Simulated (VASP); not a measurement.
# C in VASP: relaxation of the atoms with PBEsol

Aim: the relaxation of the atoms of C with PBEsol.

Program: VASP 6.6.1. These are calculated values, not measurements. Logs are shortened: lines on timing, memory, paths and dates and some standing lists are left out, and cuts for length are marked.

**1. The structure**

The cell holds a slab with vacuum, 20 atoms: a = 5.044 Å, b = 2.522 Å, c = 23.625 Å, α = 90.00°, β = 90.00°, γ = 90.00°.

The slab is cut from a database's or a generator's crystal, which needn't be the stable form of the element.

**2. Relaxation of the atoms, PBEsol**

Contents of INCAR:

```
ALGO = Fast
DIPOL = 0.5 0.5 0.500
EDIFF = 1E-7
EDIFFG = -0.015
ENCUT = 520
GGA = PS
IBRION = 2
IDIPOL = 3
ISIF = 2
ISMEAR = 0
KPAR = 8
LASPH = T
LCHARG = F
LDIPOL = T
LREAL = F
LWAVE = F
NELM = 60
NSW = 100
PREC = Accurate
SIGMA = 0.05
```

Contents of KPOINTS:

```
k-points
0
Gamma
  6 10 1
```

Contents of POSCAR:

```
C
1.0
    5.0441320810      0.0000000000      0.0000000000
    0.0000000000      2.5220660410      0.0000000000
    0.0000000000      0.0000000000     23.6251650000
C
20
Direct
    0.3450000000      1.0000000000      0.3386219736
    0.2500000000      0.5000000000      0.3678994411
    0.0000000000      0.5000000000      0.4056424579
    0.0000000000      0.0000000000      0.4433854748
    0.2500000000      0.0000000000      0.4811284916
    0.2500000000      0.5000000000      0.5188715084
    0.0000000000      0.5000000000      0.5566145252
    0.0000000000      0.0000000000      0.5943575421
    0.2500000000      0.0000000000      0.6321005589
    0.3450000000      0.5000000000      0.6613780264
    0.6550000000      1.0000000000      0.3386219736
    0.7500000000      0.5000000000      0.3678994411
    0.5000000000      0.5000000000      0.4056424579
    0.5000000000      0.0000000000      0.4433854748
    0.7500000000      0.0000000000      0.4811284916
    0.7500000000      0.5000000000      0.5188715084
    0.5000000000      0.5000000000      0.5566145252
    0.5000000000      0.0000000000      0.5943575421
    0.7500000000      0.0000000000      0.6321005589
    0.6550000000      0.5000000000      0.6613780264
```

Potentials or basis: VASP PAW PBE potentials, release 64 (C).

Launch:

```
$ cat potpaw_PBE.64/C/POTCAR > POTCAR
$ mpirun -np 8 vasp_std > vasp.out
```

OUTCAR:

```text
EDIFF = 1E-7
   EDIFFG = -0.015
   ENCUT = 520
   GGA = PS
   IBRION = 2
   ISIF = 2
   ISMEAR = 0
   LASPH = T
   LREAL = F
   NELM = 60
   NSW = 100
   PREC = Accurate

 ion  position               nearest neighbor table
   1  0.345  0.000  0.339-   2 1.52   2 1.52  11 1.56
   2  0.250  0.500  0.368-   1 1.52   1 1.52  13 1.54   3 1.54
   3  0.000  0.500  0.406-   2 1.54  12 1.54   4 1.54   4 1.54
   4  0.000  0.000  0.443-   5 1.54  15 1.54   3 1.54   3 1.54
   5  0.250  0.000  0.481-   4 1.54  14 1.54   6 1.54   6 1.54
   6  0.250  0.500  0.519-   7 1.54  17 1.54   5 1.54   5 1.54
   7  0.000  0.500  0.557-   6 1.54  16 1.54   8 1.54   8 1.54
   8  0.000  0.000  0.594-   9 1.54  19 1.54   7 1.54   7 1.54
   9  0.250  0.000  0.632-  10 1.52  10 1.52  18 1.54   8 1.54
  10  0.345  0.500  0.661-   9 1.52   9 1.52  20 1.56
  11  0.655  0.000  0.339-  12 1.52  12 1.52   1 1.56
  12  0.750  0.500  0.368-  11 1.52  11 1.52  13 1.54   3 1.54
  13  0.500  0.500  0.406-   2 1.54  12 1.54  14 1.54  14 1.54
  14  0.500  0.000  0.443-   5 1.54  15 1.54  13 1.54  13 1.54
  15  0.750  0.000  0.481-   4 1.54  14 1.54  16 1.54  16 1.54
  16  0.750  0.500  0.519-   7 1.54  17 1.54  15 1.54  15 1.54
  17  0.500  0.500  0.557-   6 1.54  16 1.54  18 1.54  18 1.54
  18  0.500  0.000  0.594-   9 1.54  19 1.54  17 1.54  17 1.54
  19  0.750  0.000  0.632-  20 1.52  20 1.52   8 1.54  18 1.54
  20  0.655  0.500  0.661-  19 1.52  19 1.52  10 1.56

  LATTYP: Found a simple orthorhombic cell.
 ALAT       =     2.5220660410
 B/A-ratio  =     1.9999999996
 C/A-ratio  =     9.3673855545

  Lattice vectors:

 A1 = (   0.0000000000,  -2.5220660410,   0.0000000000)
 A2 = (   5.0441320810,   0.0000000000,   0.0000000000)
 A3 = (   0.0000000000,   0.0000000000,  23.6251650000)

Analysis of symmetry for initial positions (statically):
=====================================================================
 Subroutine PRICEL returns:
 Original cell was already a primitive cell.

 Routine SETGRP: Setting up the symmetry group for a
 simple orthorhombic supercell.

 Subroutine GETGRP returns: Found  8 space group operations
 (whereof  4 operations were pure point group operations)
 out of a pool of  8 trial point group operations.

The static configuration has the point symmetry C_2v.
 The point group associated with its full space group is D_2h.

Analysis of symmetry for dynamics (positions and initial velocities):
=====================================================================
 Subroutine PRICEL returns:
 Original cell was already a primitive cell.

 Routine SETGRP: Setting up the symmetry group for a
 simple orthorhombic supercell.

 Subroutine GETGRP returns: Found  8 space group operations
 (whereof  4 operations were pure point group operations)
 out of a pool of  8 trial point group operations.

The dynamic configuration has the point symmetry C_2v.
 The point group associated with its full space group is D_2h.

 Subroutine INISYM returns: Found  8 space group operations
 (whereof  4 operations are pure point group operations),
 and found     1 'primitive' translations

----------------------------------------------------------------------------------------

                                     Primitive cell

  volume of cell :     300.5507

  direct lattice vectors                    reciprocal lattice vectors
     5.044132081  0.000000000  0.000000000     0.198250162  0.000000000  0.000000000
     0.000000000  2.522066041  0.000000000     0.000000000  0.396500323  0.000000000
     0.000000000  0.000000000 23.625165000     0.000000000  0.000000000  0.042327747

  length of vectors
     5.044132081  2.522066041 23.625165000     0.198250162  0.396500323  0.042327747

  position of ions in fractional coordinates (direct lattice)
     0.345000000  0.000000000  0.338621974
     0.250000000  0.500000000  0.367899441
     0.000000000  0.500000000  0.405642458
     0.000000000  0.000000000  0.443385475
     0.250000000  0.000000000  0.481128492
[... 105 lines left out ...]
   LSORBIT =      F    spin-orbit coupling
   LASPH  =      T    aspherical Exc in radial PAW
   ENCUT  =  520.0 eV  38.22 Ry    6.18 a.u.   9.38  4.69 43.93*2*pi/ulx,y,z
   NELM   =     60;   NELMIN=  2; NELMDL= -5     # of ELM steps
   EDIFF  = 0.1E-06   stopping-criterion for ELM
   LREAL  =      F    real-space projection
   EDIFFG = -.1E-01   stopping-criterion for IOM
   NSW    =    100    number of steps for IOM
   IBRION =      2    ionic relax: 0-MD 1-quasi-New 2-CG
   NFREE  =      1    steps in history (QN), initial steepest desc. (CG)
   ISIF   =      2    stress and relaxation
   ISYM   =      2    0-nonsym 1-usesym 2-fastsym
   POTIM  = 0.5000    time-step for ionic-motion
   TEBEG  =    0.0;   TEEND  =   0.0 temperature during run
   PSTRESS=    0.0 pullay stress
   NELECT =      80.0000    total number of electrons
   NUPDOWN=      -1.0000    fix difference up-down
   EMIN   =  10.00;   EMAX   =-10.00  energy-range for DOS
   EFERMI =   0.00;   METHOD = LEGACY
   ISMEAR =     0;   SIGMA  =   0.05  broadening in eV -4-tet -1-fermi 0-gaus
   EFERMI_NEDOS =   21; number of points for ismear=-14 and -15
   IALGO  =     68    algorithm
   IMIX   =      4    mixing-type and parameters
     AMIX     =   0.40;   BMIX     =  1.00
     AMIX_MAG =   1.60;   BMIX_MAG =  1.00
  volume/ion in A,a.u.               =      15.03       101.41
  Fermi-wavevector in a.u.,A,eV,Ry     =   1.053090  1.990052 15.088847  1.108999
  Thomas-Fermi vector in A             =   2.188198
   LORBIT       =      0    0 simple, 1 ext, 2 COOP (PROOUT), +10 PAW based schemes
   GGA     = PS    functional components
   LHFCALC =     F    Hartree Fock is set to
   AEXX    =    0.0000 exact exchange contribution
   IVDW    =     0    specifies the selected vdW correction
   LEPSILON=     F    determine dielectric tensor
   LRPA    =     F    only Hartree local field effects (RPA)
 conjugate gradient relaxation of ions
 non-spin polarized calculation
 RMM-DIIS sequential band-by-band and
 Gauss-broadening in eV      SIGMA  =   0.05
  energy-cutoff  :      520.00
  volume of cell :      300.55
 maximum number of plane-waves:      8145
 NGX is ok and might be reduce to    40
   NGX = 19   NGY =  9   NGZ = 87

--------------------------------------- Ionic step        1  -------------------------------------------

 number of electron      80.0000006 magnetization

 Free energy of the ion-electron system (eV)
  ---------------------------------------------------
  ext. energy  EPLUGINS =         0.00000000
  ---------------------------------------------------
  free energy    TOTEN  =      -182.03236886 eV

  energy without entropy =     -182.02557616  energy(sigma->0) =     -182.02897251

------------------------ aborting loop because EDIFF is reached ----------------------------------------

  FORCE on cell =-STRESS in cart. coord.  units (eV):
  Direction    XX          YY          ZZ          XY          YZ          ZX
  --------------------------------------------------------------------------------------
  -------------------------------------------------------------------------------------
  Total      -23.7442616      8.4179845      6.9773476      0.0000000      0.0000000      0.0000000
  in kB     -126.5760377     44.8746370     37.1948821      0.0000000      0.0000000      0.0000000
  external PRESSURE =     -14.8355062 kB  Pullay stress =       0.0000000 kB
[... 143 lines left out ...]
  FREE ENERGIE OF THE ION-ELECTRON SYSTEM (eV)
  ---------------------------------------------------
  free  energy   TOTEN  =      -184.0384553998 eV

  energy  without entropy=     -184.0384553998  energy(sigma->0) =     -184.03845540

[... ionic steps 4 to 13 ...]

--------------------------------------- Ionic step       14  -------------------------------------------

 number of electron      80.0000004 magnetization

------------------------ aborting loop because EDIFF is reached ----------------------------------------
[... 49 lines left out ...]
--------------------------------------- Ionic step       15  -------------------------------------------

 number of electron      80.0000004 magnetization

 dipolmoment           0.000000      0.000000     -0.000000 electrons x Angstroem

------------------------ aborting loop because EDIFF is reached ----------------------------------------

  FORCE on cell =-STRESS in cart. coord.  units (eV):
  Direction    XX          YY          ZZ          XY          YZ          ZX
  --------------------------------------------------------------------------------------
  -------------------------------------------------------------------------------------
  Total       -8.8658847      7.3742788      0.1990183      0.0000000      0.0000000      0.0000000
  in kB      -47.2623058     39.3108453      1.0609278      0.0000000      0.0000000      0.0000000
  external PRESSURE =      -2.2968442 kB  Pullay stress =       0.0000000 kB
[... 41 lines left out ...]
--------------------------------------- Ionic step       16  -------------------------------------------

 number of electron      80.0000004 magnetization

 dipolmoment           0.000000      0.000000      0.000000 electrons x Angstroem

 Free energy of the ion-electron system (eV)
  ---------------------------------------------------
  ext. energy  EPLUGINS =         0.00000000
  ---------------------------------------------------
  free energy    TOTEN  =      -184.49370980 eV

  energy without entropy =     -184.49370980  energy(sigma->0) =     -184.49370980

 E-fermi :   0.4756     XC(G=0):  -5.8148

 val. band max:        0.2069890699   @ k =   0.5000   0.1000   0.0000
 cond. band min:       1.4805830647   @ k =   0.5000   0.5000   0.0000
 fundamental gap:      1.2735939947
 Fermi energy:         0.4755840435

 k-point     1 :       0.0000    0.0000    0.0000
  band No.  band energies     occupation
      1     -21.4137      2.00000
      2     -20.7067      2.00000
      3     -19.4374      2.00000
      4     -17.4597      2.00000
      5     -16.7953      2.00000
      6     -16.7625      2.00000
[... 1285 lines left out ...]
     50       6.6000      0.00000
     51       8.0511      0.00000

------------------------ aborting loop because EDIFF is reached ----------------------------------------

 vacuum level on the upper side and lower side of the slab       (xc-potential included)        -0.014        -0.014

  FORCE on cell =-STRESS in cart. coord.  units (eV):
  Direction    XX          YY          ZZ          XY          YZ          ZX
  --------------------------------------------------------------------------------------
  -------------------------------------------------------------------------------------
  Total       -8.7985096      7.3534208      0.1241323      0.0000000      0.0000000      0.0000000
  in kB      -46.9031425     39.1996550      0.6617252      0.0000000      0.0000000      0.0000000
  external PRESSURE =      -2.3472541 kB  Pullay stress =       0.0000000 kB
[... 35 lines left out ...]
  FREE ENERGIE OF THE ION-ELECTRON SYSTEM (eV)
  ---------------------------------------------------
  free  energy   TOTEN  =      -184.4937098025 eV

  energy  without entropy=     -184.4937098025  energy(sigma->0) =     -184.49370980

 reached required accuracy - stopping structural energy minimisation

 vacuum level on the upper side and lower side of the slab         5.822         5.822
```

It took 19 min on 8 MPI ranks of Intel Xeon Platinum 8259CL at 2.50GHz (Skylake/Cascade Lake), shared host; peak memory 0.54 GiB.

Results:

| Item | Value |
| --- | --- |
| Free energy | -184.4937 eV |
| Energy gained by relaxing | 123.1 meV/atom |
| Ionic steps | 16 |
| Largest force after relaxing | 0.013 eV/Å |
| Band gap on the k mesh | 1.27 eV, indirect (least direct gap 2.00 eV) |

Forces on the atoms (eV/Å):
```
C   -0.012  0.000 -0.004
C    0.004  0.000 -0.011
C    0.000  0.000 -0.005
C    0.000  0.000  0.000
C   -0.007  0.000  0.011
C   -0.007  0.000 -0.011
C    0.000  0.000  0.000
C    0.000  0.000  0.005
C    0.004  0.000  0.011
C   -0.012  0.000  0.004
C    0.012  0.000 -0.004
C   -0.004  0.000 -0.011
C    0.000  0.000 -0.009
C    0.000  0.000 -0.009
C    0.007  0.000  0.011
C    0.007  0.000 -0.011
C    0.000  0.000  0.009
C    0.000  0.000  0.009
C   -0.004  0.000  0.011
C    0.012  0.000  0.004
```

The path:
| step | energy change (eV) | largest force (eV/Å) | pressure (GPa) |
| --- | --- | --- | --- |
| 1 | 0.0000 | 4.4903 | -1.48 |
| 2 | -1.0773 | 5.2758 | 2.42 |
| 3 | -2.0061 | 2.2291 | -0.08 |
| 4 | -1.7870 | 4.3758 | 1.88 |
| 5 | -2.2887 | 1.3950 | 0.52 |
| 6 | -2.2756 | 2.1763 | -0.86 |
| 7 | -2.4132 | 0.6570 | -0.23 |
| 8 | -2.4323 | 0.6476 | -0.42 |
| 9 | -2.4550 | 0.2306 | -0.37 |
| 10 | -2.4587 | 0.2640 | -0.09 |
| 11 | -2.4604 | 0.1086 | -0.19 |
| 12 | -2.4604 | 0.1569 | -0.22 |
| 13 | -2.4611 | 0.0460 | -0.21 |
| 14 | -2.4613 | 0.0224 | -0.23 |
| 15 | -2.4613 | 0.0220 | -0.23 |
| 16 | -2.4613 | 0.0127 | -0.23 |

Final structure:
```
CELL_PARAMETERS angstrom
5.04413 0.00000 0.00000
0.00000 2.52207 0.00000
0.00000 0.00000 23.62516
ATOMIC_POSITIONS crystal
C 0.36344 0.00000 0.33816
C 0.26832 0.50000 0.36668
C 0.00000 0.50000 0.40000
C 0.00000 0.00000 0.43965
C 0.24076 0.00000 0.48121
C 0.24076 0.50000 0.51879
C 0.00000 0.50000 0.56035
C 0.00000 0.00000 0.59999
C 0.26832 0.00000 0.63332
C 0.36344 0.50000 0.66184
C 0.63656 0.00000 0.33816
C 0.73168 0.50000 0.36668
C 0.50000 0.50000 0.41188
C 0.50000 0.00000 0.44740
C 0.75924 0.00000 0.48121
C 0.75924 0.50000 0.51879
C 0.50000 0.50000 0.55260
C 0.50000 0.00000 0.58812
C 0.73168 0.00000 0.63332
C 0.63656 0.50000 0.66184
```

Levels at points of the mesh, in eV from the valence-band top:
| k point | band 37 | band 38 | band 39 | band 40 | band 41 | band 42 | band 43 | band 44 |
| --- | --- | --- | --- | --- | --- | --- | --- | --- |
| (0.00, 0.00, 0.00) | -1.43 | -1.25 | -0.35 | -0.11 | 2.40 | 2.48 | 3.81 | 4.00 |
| (0.50, 0.00, 0.00) | -1.64 | -1.02 | -0.22 | -0.15 | 1.96 | 2.06 | 5.10 | 5.60 |
| (0.00, 0.50, 0.00) | -2.71 | -2.71 | -1.87 | -1.87 | 1.30 | 1.30 | 5.20 | 5.20 |
| (0.50, 0.50, 0.00) | -4.55 | -4.55 | -1.59 | -1.59 | 1.27 | 1.27 | 5.27 | 5.27 |

Caveat: the PAW data sets were made with another functional, which shifts forces and pressure a little.
